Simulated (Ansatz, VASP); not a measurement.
## GaN: VASP beside Ansatz

File INCAR:

```
SYSTEM = GaN
PREC = Accurate ; ENCUT = 520
EDIFF = 1E-7 ; ISMEAR = 0
SIGMA = 0.05 ; LREAL = .False.
LASPH = .True. ; NELM = 100
ALGO = Normal ; ISIF = 2
LWAVE = .False. ; LCHARG = .True.
GGA = PS ; LELF = .True.
LVHAR = .True. ; NBANDS = 26
```

Contents of KPOINTS:

```
regular mesh
0
Gamma
  12 12 6
  0 0 0
```

File POSCAR:

```
GaN
1.0
    2.9597000000      0.0000000000      0.0000000000
   -1.4798500000      2.5631753876      0.0000000000
    0.0000000000      0.0000000000      4.9777000000
Ga N
2 2
Direct
    0.3333333333      0.6666666667      0.9991906513
    0.6666666667      0.3333333333      0.4991906513
    0.3333333333      0.6666666667      0.3758093487
    0.6666666667      0.3333333333      0.8758093487
```

Input for Ansatz:

```yaml
crystal:
  lattice:
    - [2.9597, 0.0, 0.0]
    - [-1.47985, 2.5631753876, 0.0]
    - [0.0, 0.0, 4.9777]
  atoms:
    - { symbol: Ga, position: [0.3333333333, 0.6666666667, 0.9991906513] }
    - { symbol: Ga, position: [0.6666666667, 0.3333333333, 0.4991906513] }
    - { symbol: "N", position: [0.3333333333, 0.6666666667, 0.3758093487] }
    - { symbol: "N", position: [0.6666666667, 0.3333333333, 0.8758093487] }
basis:
  ecutwfc: 520.0
kpoints:
  mp_grid: { grid: [12, 12, 6] }
hamiltonian:
  xc: pbesol
scf:
  occupations: { method: gaussian, width: 0.05 }
output:
  forces: true
  stress: true
  eigenvalues: true
  write_density: true
  write_potential: true
  elf: true
  volumetric_format: npy
```

Alike in both runs: task single point; functional PBEsol; k mesh 12 × 12 × 6; occupations gaussian, width 0.05 eV; no spin polarisation.

|  | VASP | Ansatz |
| --- | --- | --- |
| version | VASP 6.6.1 | Ansatz 0.2.0 |
| potentials or method | VASP PAW PBE potentials, release 64 (Ga_d, N) | scalar-relativistic, plane waves, PAW |
| plane-wave cutoff (eV) | 520 | 520 |
| valence electrons in the cell | 36 | 36 |

Ansatz gave:

| Item | Value |
| --- | --- |
| gap on the k mesh at the Fermi level (eV) | 2.95 |
| least direct gap on the mesh (eV) | 2.95 |
| rms of the force components (eV/Å) | 0.452 |

Problem. Estimate VASP's values.

Solution. gap on the k mesh at the Fermi level (eV): 2.97; least direct gap on the mesh (eV): 2.97; rms of the force components (eV/Å): 0.443.

Atom by atom the forces differ by 0.009 eV/Å (rms over components).

Caveats: the PAW data sets were made with another functional, which shifts forces and pressure a little (VASP). As with any semilocal functional, this PBEsol gap is likely too small. A k mesh can miss the band edges.
